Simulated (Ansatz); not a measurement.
VH2: how the free axis answers a strain

VH2, Fm-3m, a = 4.164 Å. The structure is a COD entry; whether it is the stable form wasn't checked. Ansatz: PBEsol, PAW, 420 eV, Γ-centred 12×12×8 mesh on 6 atoms, Gaussian smearing 0.10 eV; no spin polarisation. Series: biaxial strain in the a-b plane, c and atoms relaxed; x is the strain in per cent. The axes a, b, c are those of the computed cell (2.945, 2.945, 4.164 Å), along [1 1 0], [-1 1 0], [0 0 1] of the cell named above. y is the change of c in per cent of 4.164 Å.

| x (%) | y (%) |
| --- | --- |
| -3.0 | ? |
| -2.0 | 1.70 |
| -1.0 | 0.83 |
| 0.0 | 0.00 |
| 1.0 | -0.83 |
| 2.0 | -1.65 |
| 3.0 | -2.47 |

Question: Fit y = c1 x + c2 x² to the other rows, say what c1 measures, and predict the missing y.

Answer: Least squares on the rows shown. y = −0.8370 x + 0.004959 x². With no stress along c, c1 = −2C12/C11 = -0.837. At x = -3.0 the fit asked for gives 2.56 %. The run gave 2.63 %, so the fit is 0.07 % too low, 1.4 % of the span of the series, against an rms of 0.007 % on the fitted rows. The row lies outside the fitted range. With a term in x³ added, a fit to the same known rows predicts 2.58 %, which recovers part of the miss; the known rows don't hold the rest.